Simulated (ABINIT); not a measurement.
# A GW chain in ABINIT: BP (F-43m), part 3 of 3

Aim: the G0W0 gap of BP (F-43m) on LDA, step by step.

ABINIT 10.8.3; LDA and many-body steps on it, plane waves. Known limits of the many-body steps: not at the basis limit.

So far. Step 4 (Empty states on the mesh, 6×6×6 mesh, 140 bands): On this mesh the gap is 1.318 eV. The earlier step found 1.229 eV, so this mesh misses an edge. Step 5 (Screening, 6×6×6 mesh, 132 bands, screening to 244.9 eV): Local fields lower ε∞ by 9 %.

## 6. Self-energy, 6×6×6 mesh, 132 bands, screening to 244.9 eV

The self-energy is evaluated for the states that the input lists, and the levels follow from it, in one-shot runs by the linearised quasiparticle equation.

This step: G0W0 on LDA, plane waves, norm-conserving pseudopotentials.

Input file run.abi:

```
acell 3*1.0 Angstrom
rprim 
  0.000000000000 2.269000000000 2.269000000000
  2.269000000000 0.000000000000 2.269000000000
  2.269000000000 2.269000000000 0.000000000000
ntypat 2
znucl 5 15
natom 2
typat 1 2
xred 
  0.000000000000 0.000000000000 0.000000000000
  0.250000000000 0.250000000000 0.250000000000
pp_dirpath "pseudos"
pseudos "B.upf, P.upf"
ecut 34
ngkpt 6 6 6
nshiftk 1
shiftk 0 0 0
kptopt 1
chksymbreak 0
istwfk *1
occopt 1
irdwfk 1
optdriver 4
nband 132
gwcalctyp 0
ecutsigx 34
symsigma 1
nkptgw 16
kptgw 
  0.0000000000 0.0000000000 0.0000000000
  0.1666666667 0.0000000000 0.0000000000
  0.3333333333 0.0000000000 0.0000000000
  0.5000000000 0.0000000000 0.0000000000
  0.1666666667 0.1666666667 0.0000000000
  0.3333333333 0.1666666667 0.0000000000
  0.5000000000 0.1666666667 0.0000000000
  -0.3333333333 0.1666666667 0.0000000000
  -0.1666666667 0.1666666667 0.0000000000
  0.3333333333 0.3333333333 0.0000000000
  0.5000000000 0.3333333333 0.0000000000
  -0.3333333333 0.3333333333 0.0000000000
  0.5000000000 0.5000000000 0.0000000000
  0.5000000000 0.3333333333 0.1666666667
  -0.3333333333 0.3333333333 0.1666666667
  -0.3333333333 0.5000000000 0.1666666667
bdgw 
  1 8
  1 8
  1 8
  1 8
  1 8
  1 8
  1 8
  1 8
  1 8
  1 8
  1 8
  1 8
  1 8
  1 8
  1 8
  1 8
ecuteps 9
irdscr 1
ppmodel 1
indata_prefix "in"
outdata_prefix "out"
tmpdata_prefix "tmp"
```

Launch:

```
> OMP_NUM_THREADS=1 mpirun -n 4 abinit run.abi > log
```

Numbers of over 12 decimals in the logs are rounded to 6 here.

Output:

```text
.Version 10.8.3 of ABINIT. v10.8.2 released Aug 2026.

 Symmetries : space group F-4 3 m (#216); Bravais cF (face-center cubic)
[... echo of the input left out ...]
== DATASET  1 ==================================================================
-   mpi_nproc: 4, omp_nthreads: 1 (-1 if OMP is not activated)

--- !DatasetInfo
iteration_state: {dtset: 1, }
dimensions: {natom: 2, nkpt: 16, mband: 132, nsppol: 1, nspinor: 1, nspden: 1, mpw: 1524, }
cutoff_energies: {ecut:  34.0, pawecutdg:  -1.0, }
electrons: {nelect:   8.00000000E+00, charge:   0.00000000E+00, occopt:   1.00000000E+00, tsmear:   1.00000000E-02, }

 SIGMA: Calculation of the GW corrections

 Based on a program developped by R.W. Godby, V. Olevano, G. Onida, and L. Reining.
 Incorporated in ABINIT by V. Olevano, G.-M. Rignanese, and M. Torrent.
.Using double precision arithmetic ; gwpc =  8

[... cell and pseudopotentials left out ...]
--------------------------------------------------------------------------------

 ==== K-mesh for the wavefunctions ====
 Number of points in the irreducible wedge :    16
[... list of points left out ...]
 Together with 24 symmetry operations and time-reversal symmetry
 yields   216 points in the full Brillouin Zone.

 ==== Q-mesh for screening function ====
 Number of points in the irreducible wedge :    16
[... list of points left out ...]
 Together with 24 symmetry operations and time-reversal symmetry
 yields   216 points in the full Brillouin Zone.

 vcoul_init : cutoff-mode = AUXILIARY_FUNCTION
 q-points for optical limit:   1
     1)      0.000010    0.000020    0.000030
 setmesh: FFT mesh size selected  =    32x   32x   32
          total number of points  =        32768

 Number of electrons calculated from density =    8.0000; Expected =    8.0000
 average of density, n =  0.050741
 r_s =    1.6757
 omega_plasma =   21.7288 [eV]

 === KS Band Gaps ===
  >>>> For spin  1
   Minimum direct gap =   3.3863 [eV], located at k-point      :   0.0000  0.0000  0.0000
   Fundamental gap    =   1.3176 [eV], Top of valence bands at :   0.0000  0.0000  0.0000
                                       Bottom of conduction at :   0.5000  0.5000  0.0000
 SIGMA fundamental parameters:
 PLASMON POLE MODEL  1
 number of plane-waves for SigmaX                 1459
 number of plane-waves for SigmaC and W            181
 number of plane-waves for wavefunctions          1459
 number of bands                                   132
 number of independent spin polarizations            1
 number of spinorial components                      1
 number of k-points in IBZ                          16
 number of q-points in IBZ                          16
 number of symmetry operations                      24
 number of k-points in BZ                          216
 number of q-points in BZ                          216
 number of frequencies for dSigma/dE                 9
 frequency step for dSigma/dE [eV]                0.25
 number of omega for Sigma on real axis              0
 max omega for Sigma on real axis  [eV]           0.00
 zcut for avoiding poles [eV]                     0.10

 EPSILON^-1 parameters (SCR file):
 dimension of the eps^-1 matrix on file            181
 dimension of the eps^-1 matrix used               181
 number of plane-waves for wavefunctions          1459
 number of bands                                   132
 number of q-points in IBZ                          16
 number of frequencies                               2
 number of real frequencies                          1
 number of imag frequencies                          1

 matrix elements of self-energy operator (all in [eV])

 Perturbative Calculation

--- !SelfEnergy_ee
iteration_state: {dtset: 1, }
kpoint     : [   0.000,    0.000,    0.000, ]
spin       : 1
KS_gap     :    3.386
QP_gap     :    4.293
Delta_QP_KS:    0.907
data: !SigmaeeData |
     Band     E0 <VxcDFT>   SigX SigC(E0)      Z dSigC/dE  Sig(E)    E-E0       E
        1  -8.139 -12.100 -20.550   7.858   0.640  -0.562 -12.479  -0.379  -8.519
        2   7.259 -13.209 -15.016   0.918   0.790  -0.266 -13.911  -0.702   6.557
        3   7.259 -13.209 -15.016   0.918   0.790  -0.266 -13.911  -0.702   6.557
        4   7.259 -13.209 -15.016   0.918   0.790  -0.266 -13.911  -0.702   6.557
        5  10.645 -12.021  -7.247  -4.515   0.792  -0.263 -11.816   0.205  10.850
        6  10.645 -12.021  -7.247  -4.515   0.792  -0.263 -11.816   0.205  10.850
        7  10.645 -12.021  -7.247  -4.515   0.792  -0.263 -11.816   0.205  10.850
        8  14.599 -12.654  -6.266  -6.268   0.765  -0.307 -12.563   0.091  14.690

--- !SelfEnergy_ee
iteration_state: {dtset: 1, }
kpoint     : [   0.167,    0.000,    0.000, ]
spin       : 1
KS_gap     :    4.647
QP_gap     :    5.546
Delta_QP_KS:    0.899
data: !SigmaeeData |
     Band     E0 <VxcDFT>   SigX SigC(E0)      Z dSigC/dE  Sig(E)    E-E0       E
        1  -7.642 -12.137 -20.399   7.553   0.655  -0.526 -12.601  -0.464  -8.106
        2   4.442 -12.633 -15.495   1.857   0.777  -0.287 -13.414  -0.781   3.661
[...]
--- !SelfEnergy_ee
iteration_state: {dtset: 1, }
kpoint     : [   0.333,    0.000,    0.000, ]
spin       : 1
KS_gap     :    5.337
QP_gap     :    6.253
Delta_QP_KS:    0.916
data: !SigmaeeData |
     Band     E0 <VxcDFT>   SigX SigC(E0)      Z dSigC/dE  Sig(E)    E-E0       E
[...]
--- !SelfEnergy_ee
iteration_state: {dtset: 1, }
kpoint     : [   0.500,    0.000,    0.000, ]
spin       : 1
KS_gap     :    5.515
QP_gap     :    6.441
Delta_QP_KS:    0.925
data: !SigmaeeData |
     Band     E0 <VxcDFT>   SigX SigC(E0)      Z dSigC/dE  Sig(E)    E-E0       E
[...]
--- !SelfEnergy_ee
iteration_state: {dtset: 1, }
kpoint     : [   0.167,    0.167,    0.000, ]
spin       : 1
KS_gap     :    4.129
QP_gap     :    5.076
Delta_QP_KS:    0.947
data: !SigmaeeData |
     Band     E0 <VxcDFT>   SigX SigC(E0)      Z dSigC/dE  Sig(E)    E-E0       E
[...]
--- !SelfEnergy_ee
iteration_state: {dtset: 1, }
kpoint     : [   0.333,    0.167,    0.000, ]
spin       : 1
KS_gap     :    5.407
QP_gap     :    6.421
Delta_QP_KS:    1.014
data: !SigmaeeData |
     Band     E0 <VxcDFT>   SigX SigC(E0)      Z dSigC/dE  Sig(E)    E-E0       E
[...]
--- !SelfEnergy_ee
iteration_state: {dtset: 1, }
kpoint     : [   0.500,    0.167,    0.000, ]
spin       : 1
KS_gap     :    5.811
QP_gap     :    6.864
Delta_QP_KS:    1.053
data: !SigmaeeData |
     Band     E0 <VxcDFT>   SigX SigC(E0)      Z dSigC/dE  Sig(E)    E-E0       E
[...]
--- !SelfEnergy_ee
iteration_state: {dtset: 1, }
kpoint     : [  -0.333,    0.167,    0.000, ]
spin       : 1
KS_gap     :    5.786
QP_gap     :    6.840
Delta_QP_KS:    1.054
data: !SigmaeeData |
     Band     E0 <VxcDFT>   SigX SigC(E0)      Z dSigC/dE  Sig(E)    E-E0       E
[...]
--- !SelfEnergy_ee
iteration_state: {dtset: 1, }
kpoint     : [  -0.167,    0.167,    0.000, ]
spin       : 1
KS_gap     :    5.419
QP_gap     :    6.460
Delta_QP_KS:    1.040
data: !SigmaeeData |
     Band     E0 <VxcDFT>   SigX SigC(E0)      Z dSigC/dE  Sig(E)    E-E0       E
[...]
--- !SelfEnergy_ee
iteration_state: {dtset: 1, }
kpoint     : [   0.333,    0.333,    0.000, ]
spin       : 1
KS_gap     :    4.822
QP_gap     :    5.817
Delta_QP_KS:    0.995
data: !SigmaeeData |
     Band     E0 <VxcDFT>   SigX SigC(E0)      Z dSigC/dE  Sig(E)    E-E0       E
[...]
--- !SelfEnergy_ee
iteration_state: {dtset: 1, }
kpoint     : [   0.500,    0.333,    0.000, ]
spin       : 1
KS_gap     :    5.549
QP_gap     :    6.582
Delta_QP_KS:    1.033
data: !SigmaeeData |
     Band     E0 <VxcDFT>   SigX SigC(E0)      Z dSigC/dE  Sig(E)    E-E0       E
[...]
--- !SelfEnergy_ee
iteration_state: {dtset: 1, }
kpoint     : [  -0.333,    0.333,    0.000, ]
spin       : 1
KS_gap     :    5.635
QP_gap     :    6.678
Delta_QP_KS:    1.043
data: !SigmaeeData |
     Band     E0 <VxcDFT>   SigX SigC(E0)      Z dSigC/dE  Sig(E)    E-E0       E
[...]
--- !SelfEnergy_ee
iteration_state: {dtset: 1, }
kpoint     : [   0.500,    0.500,    0.000, ]
spin       : 1
KS_gap     :    5.422
QP_gap     :    6.418
Delta_QP_KS:    0.996
data: !SigmaeeData |
     Band     E0 <VxcDFT>   SigX SigC(E0)      Z dSigC/dE  Sig(E)    E-E0       E
[...]
--- !SelfEnergy_ee
iteration_state: {dtset: 1, }
kpoint     : [   0.500,    0.333,    0.167, ]
spin       : 1
KS_gap     :    7.211
QP_gap     :    8.256
Delta_QP_KS:    1.045
data: !SigmaeeData |
     Band     E0 <VxcDFT>   SigX SigC(E0)      Z dSigC/dE  Sig(E)    E-E0       E
[...]
--- !SelfEnergy_ee
iteration_state: {dtset: 1, }
kpoint     : [  -0.333,    0.333,    0.167, ]
spin       : 1
KS_gap     :    8.408
QP_gap     :    9.494
Delta_QP_KS:    1.086
data: !SigmaeeData |
     Band     E0 <VxcDFT>   SigX SigC(E0)      Z dSigC/dE  Sig(E)    E-E0       E
[...]
--- !SelfEnergy_ee
iteration_state: {dtset: 1, }
kpoint     : [  -0.333,    0.500,    0.167, ]
spin       : 1
KS_gap     :    8.977
QP_gap     :   10.011
Delta_QP_KS:    1.034
data: !SigmaeeData |
     Band     E0 <VxcDFT>   SigX SigC(E0)      Z dSigC/dE  Sig(E)    E-E0       E
[...]
4   2.071 -11.951 -15.653   2.674   0.769  -0.300 -12.742  -0.791   1.280
        5  11.048 -11.427  -6.322  -4.800   0.795  -0.258 -11.184   0.243  11.291
        6  11.621 -11.370  -6.170  -4.892   0.796  -0.256 -11.124   0.245  11.866
        7  16.311 -12.202  -5.315  -6.535   0.762  -0.313 -11.933   0.269  16.580
        8  16.925 -12.153  -5.236  -6.537   0.760  -0.315 -11.864   0.289  17.214

 New Fermi energy :        2.810900E-01 Ha ,    7.648849E+00 eV
 New Exchange energy :    -2.506176E+00 Ha ,   -6.819653E+01 eV

 === QP Band Gaps ===
  >>>> For spin  1
   Minimum direct gap =   4.2932 [eV], located at k-point      :   0.0000  0.0000  0.0000
   Fundamental gap    =   2.1843 [eV], Top of valence bands at :   0.0000  0.0000  0.0000
                                       Bottom of conduction at :   0.5000  0.5000  0.0000

== END DATASET(S) ==============================================================
================================================================================

 -outvars: echo values of variables after computation  --------
           etotal      0.0000000000E+00
            nband         132
             nkpt          16
          spgroup         216
 [... the other variables as echoed above ...]

 Calculation completed.
```

Run time: 7.5 min. Hardware: 4 MPI ranks of Arm Neoverse V2, shared host; peak memory 1 GiB; 30 min of CPU time.

Numbers from this step:

```yaml
g0w0_gap_on_the_mesh: 2.184 eV
starting_gap_on_the_mesh: 1.318 eV
k_of_the_valence_top: 0, 0, 0
k_of_the_conduction_bottom: 0.5, 0.5, 0
z_at_the_valence_top: 0.79
z_at_the_conduction_bottom: 0.804
least_direct_g0w0_gap_on_the_computed_points: 4.293 eV
```

The gap on the mesh goes from 1.32 eV to 2.18 eV, a correction of +0.87 eV. The start differs from the 1.23 eV found before because the two sample other k points.

Limits: finite bands, cutoff and mesh. v1 is the top filled band, c1 the lowest empty one. Levels before and after the correction, in eV, zero at the valence-band top of each column:

```tsv
	conduction bottom	valence top
Kohn-Sham	1.32	0.00
G0W0	2.18	0.00
```

```tsv
	level	energy (eV)
Kohn-Sham	Γ v3-v1	0.000
Kohn-Sham	Γ c1-c3	3.386
Kohn-Sham	(0.5 0.5 0) v3	-8.486
Kohn-Sham	(0.5 0.5 0) v2-v1	-4.104
Kohn-Sham	(0.5 0.5 0) c1	1.318
Kohn-Sham	(0.5 0.5 0) c2	1.560
Kohn-Sham	(0.5 0.5 0) c3	11.941
G0W0	Γ v3-v1	0.000
G0W0	Γ c1-c3	4.293
G0W0	(0.5 0.5 0) v3	-8.770
G0W0	(0.5 0.5 0) v2-v1	-4.234
G0W0	(0.5 0.5 0) c1	2.184
G0W0	(0.5 0.5 0) c2	2.499
G0W0	(0.5 0.5 0) c3	12.895
```

## 7. Where the time went

Times are wall times on 4 MPI ranks of Arm Neoverse V2, shared host, good to a factor of about two.

```tsv
step	time	share	memory (GiB)
ground state	3.3 s	1 %	0.25
bands along the symmetry lines	3.2 s	1 %	0.25
empty states on the mesh	13 s	2 %	0.74
screening	46 s	9 %	0.89
self-energy	7.5 min	87 %	1
```

## 8. What came out

| Item | Value |
| --- | --- |
| LDA gap | 1.21 eV, indirect |
| G0W0 gap on the mesh | 2.18 eV |
| G0W0 gap over the zone (rigid shift) | 2.08 eV |
| GW settings | 6×6×6 mesh, 132 bands, screening to 244.9 eV, Godby-Needs plasmon pole |
| known limits | not at the basis limit |

In words: G0W0 moves the gap on the mesh from 1.32 eV to 2.18 eV (+0.87 eV), with Z of 0.79 and 0.80 at the edges. The mesh misses the band edges by 0.11 eV in all; a rigid shift gives 2.08 eV for the zone. Local fields lower the RPA ε∞ on this mesh from 10.81 to 9.89. The dearest step here is «self-energy». Bands and cutoff are finite, so the gap is not at the basis limit. The miss can reach some tenths of an eV and take either sign; the mesh is an error of its own. A denser mesh or path gives a starting gap of 1.21 eV: the GW mesh misses a band edge, so its gaps are not the fundamental one.

[Paths, hosts, dates, memory and timing lines, banners, echoed tables and standing remarks are left out of the program output.]

[Logs are printed without paths, hosts, clocks, repeated set-up lines and the standing remarks that a program may print on its own settings, such as how far it seeks lower states.]

[Runs of the session that timed out or met a known fault of the program may be left out.]

[Hosts, paths, dates, database ids (printed as entryN), source tags and the programs' standing remarks are cut or masked in the printed files.]

[G0W0 gaps are taken among the corrected bands and points alone; a level outside them can change the order at an edge.]

[Where Ansatz stands beside ABINIT at settings called matched, ABINIT's density can come from a denser mesh and the files from another edition; pairs whose starting gaps differed by over 0.03 eV were left out, so agreement reads better than it is.]
